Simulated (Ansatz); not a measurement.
# HfGe2As4 bilayer (AA') in a perpendicular field, part 3 of 3

What dipole does a perpendicular field induce in the HfGe2As4 bilayer (AA'), and does the gap follow? A positive field points along +c.

Ansatz 0.2.0; plane-wave DFT, r2SCAN-D4, Ansatz PAW.

So far, gap along the path (eV): step 3 (atoms held, field 0) 0.163; step 4 (field 0.05 V/Å) 0.149; step 5 (field -0.05 V/Å) 0.149; step 6 (field 0.1 V/Å) 0.126; step 7 (field 0.2 V/Å) 0.0818.

**8. Single point, field 0.3 V/Å**

input.yaml

```yaml
crystal:
  lattice:
    - [3.8293835317, 0.0, 0.0]
    - [-1.9146917658, 3.3163434193, 0.0]
    - [0.0, 0.0, 41.2752417928]
  atoms:
    - { symbol: As, position: [0.0, 0.0, 0.2180483895] }
    - { symbol: Ge, position: [0.3333333333, 0.6666666667, 0.2445450405] }
    - { symbol: As, position: [0.3333333333, 0.6666666667, 0.3029402712] }
    - { symbol: Hf, position: [0.0, 0.0, 0.3396964757] }
    - { symbol: As, position: [0.3333333333, 0.6666666667, 0.3763903753] }
    - { symbol: Ge, position: [0.3333333333, 0.6666666667, 0.4347770264] }
    - { symbol: As, position: [0.0, 0.0, 0.4612511911] }
    - { symbol: As, position: [0.3333333333, 0.6666666667, 0.5387488089] }
    - { symbol: Ge, position: [0.0, 0.0, 0.5652229736] }
    - { symbol: As, position: [0.0, 0.0, 0.6236096247] }
    - { symbol: Hf, position: [0.3333333333, 0.6666666667, 0.6603035243] }
    - { symbol: As, position: [0.0, 0.0, 0.6970597288] }
    - { symbol: Ge, position: [0.0, 0.0, 0.7554549595] }
    - { symbol: As, position: [0.3333333333, 0.6666666667, 0.7819516105] }
kpoints:
  mp_grid: { grid: [12, 12, 1] }
  band_path:
    path: [[0, 0, 0], [0.5, 0, 0], [0.33333333, 0.33333333, 0], [0, 0, 0]]
    npoints: 16
hamiltonian:
  xc: r2scan
  dispersion: d4
scf:
  occupations: { method: fermi_dirac, width: 0.02585 }
  convergence: { dr2_threshold: 1.0e-10 }
efield:
  axis: 3
  dipole_correction: true
  ramp_position: 0.97
  ramp_width: 0.06
  amplitude: 0.3
output:
  dos: { projected: true, e_range: [-6, 5] }
  bader: true
  write_potential: true
  write_density: true
  volumetric_format: npy
  elf: true
```

The run is started by

```sh
> ansatz run input.yaml --threads 4 --pin off --max-ram 12288MiB --backend cpu --events-out ev --progress --plain --runs-dir out
```

Numbers of over 12 decimals in the logs are rounded to 6 here.

The program printed:

```text
[...]
Crystal: 14 atoms, lattice volume = 524.177 Å³
Basis set: ecut = 500 eV, 13165 PW (Γ), exchange–correlation on 120×120×1280 points (64 copies of the dense FFT grid, shifted against one another)
Bands: 137, of which v1, the nominal top of the filled ones, is band 114 counted from 1 (113 counted from 0)
Symmetry: 6 space group operations
k-points: 19 of 144 (time reversal used)
[...]
2     As     -1.0631     0.0006
     3     Hf      1.8213     0.0015
     4     As     -1.0682     0.0007
     5     Ge      0.4709     0.0003
     6     As     -0.3106     0.0003
     7     As     -0.3244     0.0004
     8     Ge      0.4724     0.0003
     9     As     -1.0623     0.0006
    10     Hf      1.8224     0.0015
    11     As     -1.0694     0.0007
    12     Ge      0.4721     0.0003
    13     As     -0.2954     0.0003
  estimated error of the sums over rays = 7.0e-4 e
[key lines of the parts left out:]
SCF converged after 22 iterations
Free energy (F): -87599.856598 eV
Fermi energy:    4.115760 eV
Dipole field:    D = 0.180282 V/Å  (p = 0.522239 e·Å, saw-weighted, corrected)
```

Elapsed: 7 min, on 4 threads of Arm Neoverse V1, shared host; peak memory 4.8 GiB; 28 min of CPU time.

The dipole is 0.522 e·Å, and the gap 0.046 eV.

**9. Response, atoms held**

This step: plane-wave DFT, r2SCAN-D4, Ansatz PAW; response to a field along the normal, atoms held (Ansatz 0.2.0).

The dipoles give the slope, and the difference of two potentials shows where the field is screened.

Numbers from this step:

- equivalent conductor thickness p/(ε₀AE): 24.64 Å
- distance between the outer atoms: 23.28 Å

Table of dipole of the cell by applied field:

```
applied field (V/Å)  dipole of the cell (e·Å)
             -0.050                   -0.0864
              0.000                   -8.1e-6
              0.050                    0.0864
              0.100                     0.173
              0.200                     0.347
              0.300                     0.522
```

Local field over the applied field, running mean. From the potentials at -0.05 and 0.05 V/Å; running mean over 2.5 Å. The local field over applied field by z:

z (Å), local field over applied field and a bar:
```
        5      0.995 ##############################
        6      0.955 #############################
        7      0.769 #######################
        8      0.427 #############
        9      0.121 ###
       10      0.053 #
       11      0.070 ##
       12      0.047 #
       13      0.033 
       14      0.019 
       15      0.027 
       16      0.021 
       17      0.041 #
       18      0.031 
       19      0.052 #
       20      0.140 ####
       21      0.153 ####
       22      0.074 ##
       23      0.033 
       24      0.036 #
       25      0.032 
       26      0.021 
       27      0.022 
       28      0.032 
       29      0.035 
       30      0.076 ##
       31      0.053 #
       32      0.080 ##
       33      0.330 ##########
       34      0.681 ####################
       35      0.925 ############################
       36      0.990 ##############################
```

The induced electron density oscillates, so the rows of the table below give means over windows of 1 Å about each position, cut where the curve ends. Its maxima inside the range that stand out by 2 % of the span (Å: e/Å³ per V/Å): 7.9: 0.00343, 11.1: 6.5e-4, 12.5: 8.6e-4, 14.6: 0.00105, 16.3: 1.8e-4, 17.8: 9.1e-4, 21.3: 0.00118, 24.2: 5.3e-4, 25.8: 5.2e-4, 27.9: 0.00113, 29.4: 2.0e-4, 31.1: 0.00143. Its minima: 10.2: -0.00143, 11.9: -2.0e-4, 13.5: -0.00115, 15.6: -5.2e-4, 17.0: -5.3e-4, 20.0: -0.00118, 23.5: -9.1e-4, 25.0: -1.8e-4, 26.7: -0.00105, 28.9: -8.6e-4, 30.2: -6.5e-4, 33.4: -0.00343.

Electrons, planar mean, per unit field. Table of induced electron density by z; means over each step:

```
z (Å)  induced electron density (e/Å³ per V/Å)
    5                                   2.8e-5
    6                                   2.5e-4
    7                                  0.00151
    8                                  0.00288
    9                                   9.1e-4
   10                                  -6.5e-4
   11                                   2.3e-4
   12                                   2.5e-4
   13                                  -1.5e-5
   14                                  -7.5e-5
   15                                   2.0e-4
   16                                  -1.2e-4
   17                                  -2.6e-4
   18                                   4.6e-4
   19                                  -4.7e-4
   20                                  -9.1e-4
   21                                   6.7e-4
   22                                   6.2e-4
   23                                  -2.0e-4
   24                                   1.5e-5
   25                                   7.1e-5
   26                                   1.8e-4
   27                                  -4.4e-4
   28                                   4.8e-4
   29                                  -4.7e-4
   30                                  -3.3e-4
   31                                   8.3e-4
   32                                  -6.6e-4
   33                                 -0.00236
   34                                 -0.00214
   35                                  -4.4e-4
   36                                  -5.3e-5
```

The smaller of the gaps on the path and on the k-mesh, counted as 0 under 0.03 eV. Table of gap by applied field:

```
applied field (V/Å)  gap (eV)
             -0.050     0.149
              0.000     0.163
              0.050     0.149
              0.100     0.126
              0.200    0.0818
              0.300    0.0462
```

By hand: between -0.05 and 0.05 V/Å the dipole changes by 0.1728 e·Å, a slope of 1.728 e·Å²/V. A perfect conductor of thickness t has p = ε₀AEt, so t = 180.95 × 1.728 / 12.700 = 24.63 Å (e/ε₀ = 180.95 V·Å, A in Å²).

The induced dipole is that of a conductor 24.64 Å thick.

**10. The same run with other settings**

This step: plane-wave DFT, r2SCAN-D4, Ansatz PAW (Ansatz 0.2.0).

An input spoilt on purpose, to show how the run answers: it repeats the earlier run at 0.05 V/Å with efield.ramp_width from 0.06 to 0.9, and scf.max_iter set to 60.

input.yaml: that of step 8 with these lines changed.

```diff
@@ -31,2 +31,3 @@
   convergence: { dr2_threshold: 1.0e-10 }
+  max_iter: 60
 efield:
@@ -35,7 +36,5 @@
   ramp_position: 0.97
-  ramp_width: 0.06
-  amplitude: 0.3
+  ramp_width: 0.9
+  amplitude: 0.05
 output:
-  dos: { projected: true, e_range: [-6, 5] }
-  bader: true
   write_potential: true
@@ -43,2 +42 @@
   volumetric_format: npy
-  elf: true
```

The program printed:

```text
Engine: ansatz 0.2.0, aarch64-unknown-linux-gnu
Pseudopotentials: kind: paw
Pseudopotential: As, paw, valence charge 15, recommended cutoff 500 eV (meta_gga), As.paw.azcp
Pseudopotential: Ge, paw, valence charge 14, recommended cutoff 500 eV (meta_gga), Ge.paw.azcp
Pseudopotential: Hf, paw, valence charge 26, recommended cutoff 500 eV (meta_gga), Hf.paw.azcp
Functional definition: r2SCAN
  parameter k0 = 0.174
  parameter k1 = 0.065
  parameter a1 = 4.9479
  exchange = r2scan_x(k0 = k0, k1 = k1, a1 = a1)
  correlation = r2scan_c
Crystal: 14 atoms, lattice volume = 524.177 Å³
Basis set: ecut = 500 eV, 13165 PW (Γ), exchange–correlation on 120×120×1280 points (64 copies of the dense FFT grid, shifted against one another)
Bands: 137, of which v1, the nominal top of the filled ones, is band 114 counted from 1 (113 counted from 0)
Symmetry: 6 space group operations
k-points: 19 of 144 (time reversal used)
Non-local potential: As, projectors of the file, l = 0: 2, l = 1: 2, l = 2: 3, l = 3: 1
Non-local potential: Ge, projectors of the file, l = 0: 2, l = 1: 2, l = 2: 3, l = 3: 1
Non-local potential: Hf, projectors of the file, l = 0: 3, l = 1: 2, l = 2: 2, l = 3: 3
PAW form: soft (Blöchl's): semilocal exchange-correlation on the pseudo side does not see the compensation charge
PAW frozen core: As, regenerated for the run's functional (the file was generated under x = pbe(κ = 0.804, μ = 0.219515), c = pbe(β = 0.066725))
PAW frozen core: Ge, regenerated for the run's functional (the file was generated under x = pbe(κ = 0.804, μ = 0.219515), c = pbe(β = 0.066725))
PAW frozen core: Hf, regenerated for the run's functional (the file was generated under x = pbe(κ = 0.804, μ = 0.219515), c = pbe(β = 0.066725))
PAW one-centre angular grid: As, 590 points (default); XC on 160 Gauss nodes
PAW one-centre angular grid: Ge, 590 points (default); XC on 160 Gauss nodes
PAW one-centre angular grid: Hf, 974 points (default); XC on 160 Gauss nodes
Initial density: superposition of atomic densities (neutral atoms: chi_scale 0, normalization atom), corrected by the library's trained network
Initial wavefunctions: pseudopotential atomic-orbital guess
Functional: x = r2scan, c = r2scan; τ floored in thin density (d = 2e-4 eV/Å³)
Error: efield: ion 0 (As) at fractional coordinate 0.2180 along the field axis lies inside the sawtooth ramp with 2 of the planes that the density is read on at each end, [0.9637, 0.8763] — the ramp must sit in vacuum (an ion there feels the fictitious reversed slope); set or move the ramp (efield.ramp_position / ramp_width) or move the geometry
```

The job ended after 0.84 s (4 threads; peak memory 1.3 GiB).

The input was rejected at the start.

The program's message: “Error: efield: ion 0 (As) at fractional coordinate 0.2180 along the field axis lies inside the sawtooth ramp with 2 of the planes that the density is read on at each end, [0.9637, 0.8763] — the ramp m …”

The fault put into the input: a ramp so wide that it reaches the atoms.

**11. A changed input**

An input spoilt on purpose, to show how the run answers: it repeats the earlier run at 0.05 V/Å with efield.axis from 3 to 1, and scf.max_iter set to 60.

input.yaml: that of step 10 with these lines changed.

```diff
@@ -33,6 +33,6 @@
 efield:
-  axis: 3
+  axis: 1
   dipole_correction: true
   ramp_position: 0.97
-  ramp_width: 0.9
+  ramp_width: 0.06
   amplitude: 0.05
```

The program printed:

```text
Engine: ansatz 0.2.0, aarch64-unknown-linux-gnu
Pseudopotentials: kind: paw
Pseudopotential: As, paw, valence charge 15, recommended cutoff 500 eV (meta_gga), As.paw.azcp
Pseudopotential: Ge, paw, valence charge 14, recommended cutoff 500 eV (meta_gga), Ge.paw.azcp
Pseudopotential: Hf, paw, valence charge 26, recommended cutoff 500 eV (meta_gga), Hf.paw.azcp
Functional definition: r2SCAN
  parameter k0 = 0.174
  parameter k1 = 0.065
  parameter a1 = 4.9479
  exchange = r2scan_x(k0 = k0, k1 = k1, a1 = a1)
  correlation = r2scan_c
Crystal: 14 atoms, lattice volume = 524.177 Å³
Basis set: ecut = 500 eV, 13165 PW (Γ), exchange–correlation on 120×120×1280 points (64 copies of the dense FFT grid, shifted against one another)
Bands: 137, of which v1, the nominal top of the filled ones, is band 114 counted from 1 (113 counted from 0)
Symmetry: 2 space group operations
k-points: 43 of 144 (time reversal used)
Non-local potential: As, projectors of the file, l = 0: 2, l = 1: 2, l = 2: 3, l = 3: 1
Non-local potential: Ge, projectors of the file, l = 0: 2, l = 1: 2, l = 2: 3, l = 3: 1
Non-local potential: Hf, projectors of the file, l = 0: 3, l = 1: 2, l = 2: 2, l = 3: 3
PAW form: soft (Blöchl's): semilocal exchange-correlation on the pseudo side does not see the compensation charge
PAW frozen core: As, regenerated for the run's functional (the file was generated under x = pbe(κ = 0.804, μ = 0.219515), c = pbe(β = 0.066725))
PAW frozen core: Ge, regenerated for the run's functional (the file was generated under x = pbe(κ = 0.804, μ = 0.219515), c = pbe(β = 0.066725))
PAW frozen core: Hf, regenerated for the run's functional (the file was generated under x = pbe(κ = 0.804, μ = 0.219515), c = pbe(β = 0.066725))
PAW one-centre angular grid: As, 590 points (default); XC on 160 Gauss nodes
PAW one-centre angular grid: Ge, 590 points (default); XC on 160 Gauss nodes
PAW one-centre angular grid: Hf, 974 points (default); XC on 160 Gauss nodes
Initial density: superposition of atomic densities (neutral atoms: chi_scale 0, normalization atom), corrected by the library's trained network
Initial wavefunctions: pseudopotential atomic-orbital guess
Functional: x = r2scan, c = r2scan; τ floored in thin density (d = 2e-4 eV/Å³)
Error: efield: ion 0 (As) at fractional coordinate 0.0000 along the field axis lies inside the sawtooth ramp with 2 of the planes that the density is read on at each end, [0.9033, 0.0967] — the ramp must sit in vacuum (an ion there feels the fictitious reversed slope); set or move the ramp (efield.ramp_position / ramp_width) or move the geometry
```

It took 1 s on 4 threads; peak memory 1.8 GiB.

The program refused the input before any cycle.

The program's message: “Error: efield: ion 0 (As) at fractional coordinate 0.0000 along the field axis lies inside the sawtooth ramp with 2 of the planes that the density is read on at each end, [0.9033, 0.0967] — the ramp m …”

The fault put into the input: the field along an axis without vacuum.

**12. Results**

```json
{"gap without field": "0.163 eV", "ionisation energy, upper face": "5.28 eV", "electron affinity, upper face": "5.12 eV", "equivalent conductor thickness, atoms held": "24.6 Å"}
```

**Reading.** The induced dipole equals that of a perfect conductor 24.64 Å thick, while the outer atoms lie 23.28 Å apart; an out-of-plane ε follows only once a thickness t is chosen, by 1 − 1/ε = 24.64 Å / t. The gap goes from 0.16 eV to 0.05 eV at 0.3 V/Å. Semilocal functionals give gaps that are too small, and excitons are not included. Spin-orbit coupling is left out, which matters for the bands of elements this heavy. The outer anions sit over the metal atoms, one of several polytypes of such layers and not the lowest for every compound.

[Logs are printed without paths, hosts, clocks, repeated set-up lines and the standing remarks that a program may print on its own settings, such as how far it seeks lower states.]

[Hosts, paths, dates, database ids (printed as entryN), source tags and the programs' standing remarks are cut or masked in the printed files.]

[Maps of the electrostatic potential energy from Ansatz leave out the sawtooth potential of an applied field or a dipole correction, so their vacuum need not be flat; planar profiles and work functions include it.]
